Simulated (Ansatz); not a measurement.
Slab: PbS, a slab with vacuum.

```
Pb S
1.0
     2.98386   -2.98289    0.00000
     2.98386    2.98289    0.00000
    -1.09868    0.00000   11.16784
Pb S
2 2
Direct
  0.77363 0.77363 0.62779
  0.22637 0.22637 0.37221
  0.27049 0.27049 0.61027
  0.72951 0.72951 0.38973
```

| Property | Result |
| --- | --- |
| Program | Ansatz 0.2.0 |
| Task | single point |
| Functional | PBE |
| Potentials or basis | Ansatz PAW |
| Cutoff | 420 eV (not typed: the program's choice for these potentials) |
| k mesh | 6 × 6 × 3 |
| Occupations | fermi-dirac, width 0.05 eV |
| Spin | no spin polarisation |

On this cell: largest force 0.187 eV/Å; band gap on the k mesh 2.02 eV, indirect (least direct gap 2.10 eV).

The same run follows on a disturbed copy (atoms moved at random, drawn with an rms of 0.05 Å):

```
CELL_PARAMETERS angstrom
2.98386 -2.98289 0.00000
2.98386 2.98289 0.00000
-1.09868 0.00000 11.16784
ATOMIC_POSITIONS crystal
Pb 0.77592 0.78438 0.62310
Pb 0.23716 0.22435 0.37145
S 0.27602 0.25745 0.60868
S 0.73664 0.72190 0.38810
```

Question: What does the disturbed cell give?

Answer: The energy moves by +3.3 meV/atom; largest force 0.395 eV/Å; band gap on the k mesh 2.09 eV, indirect (least direct gap 2.14 eV).

Forces in eV/Å, atoms in the order of the input:
```
Pb  -0.031 -0.055  0.390
Pb   0.002  0.024 -0.193
S    0.048  0.052  0.188
S   -0.018 -0.021 -0.385
```

Stress tensor (GPa, compression positive):
```
 0.63  0.01  0.03
 0.01  0.67 -0.02
 0.03 -0.02  1.23
```

Caveats: odd divisions of the mesh miss points on the zone boundary, where band edges often lie, so the gap on the mesh can be too wide; spin-orbit coupling is left out, which as a rule narrows the gap of such compounds by several tenths of an eV.

A k mesh can miss the band edges.
